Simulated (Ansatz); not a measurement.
Relaxation of PbO

Method: DFT PBE, scalar-relativistic, plane waves, PAW in Ansatz 0.2.0. Run with 420 eV cutoff, 8×8×6 k-mesh, Gaussian smearing of 0.02 eV, no spin polarisation.

What was changed in SnO: Sn → Pb on all its sites, cell and atoms relaxed.

Spin–orbit coupling is left out, which can shift energies with elements as heavy as these.

Command:

```bash
ansatz run input.yaml --threads 1 --pin off --max-ram 2560MiB --backend cpu --events-out ev --progress --plain --runs-dir out
```

Input:

```yaml
crystal:
  lattice:
    - [3.9529822363, 0.0, 0.0]
    - [0.0, 3.9529822363, 0.0]
    - [0.0, 0.0, 5.1771966893]
  atoms:
    - { symbol: Pb, position: [0.0, 0.5, 0.228775682] }
    - { symbol: Pb, position: [0.5, 0.0, 0.771224318] }
    - { symbol: O, position: [0.5, 0.5, 0.0] }
    - { symbol: O, position: [0.0, 0.0, 0.0] }
basis:
  ecutwfc: 420
kpoints:
  mp_grid: { grid: [8, 8, 6] }
hamiltonian:
  xc: pbe
scf:
  occupations: { method: gaussian, width: 0.02 }
output:
  forces: true
  stress: true
  eigenvalues: true
relax:
  adjacent_minimum: "off"
  f_tol: 0.01
  max_steps: 60
  cell: { stress_tol: 0.1 }
```

F is the free energy. Steps run on the plane waves of an earlier cell, but the last one, and at times one on the way, on a freshly chosen basis, so a repeated geometry can differ a little in energy.

Steps:

| step | F − F(1) (eV) | largest force component (eV/Å) | V (Å³/atom) | P (GPa) |
| --- | --- | --- | --- | --- |
| 1 | 0.0000 | 0.599 | 20.225 | 5.25 |
| 2 | -0.0668 | 0.159 | 22.355 | -1.07 |
| 3 | -0.0729 | 0.031 | 22.102 | -0.04 |
| 4 | -0.0739 | 0.046 | 21.951 | 0.02 |
| 5 | -0.0736 | 0.001 | 22.048 | 0.00 |
| 6 | -0.0947 | 0.001 | 22.048 | 0.36 |
| 7 | -0.0949 | 0.012 | 22.369 | 0.09 |
| 8 | -0.0933 | 0.002 | 22.694 | 0.00 |
| 9 | -0.0991 | 0.001 | 22.694 | 0.05 |
| 10 | -0.0982 | 0.002 | 22.897 | 0.02 |
| 11 | -0.0998 | 0.002 | 22.897 | 0.03 |

Relaxed structure:

```
CELL_PARAMETERS angstrom
4.05794 0.00000 0.00000
0.00000 4.05794 0.00000
0.00000 0.00000 5.56202
ATOMIC_POSITIONS crystal
Pb 0.00000 0.50000 0.21378
Pb 0.50000 0.00000 0.78622
O 0.50000 0.50000 0.00000
O 0.00000 0.00000 0.00000
```

It takes space group P4/nmm (No. 129, tetragonal). Conventional cell: a = 4.058 Å, b = 4.058 Å, c = 5.562 Å, α = 90.00°, β = 90.00°, γ = 90.00°. Pb (site symmetry 4mm) has 4 O at 2.35 Å as nearest neighbours. Around O (site symmetry -4m2) lie 4 Pb at 2.35 Å.

The run converged. Time: 50 s on 1 thread of Intel(R) Xeon(R) Platinum 8488C (Sapphire Rapids), on a shared host, peak memory 0.49 GiB.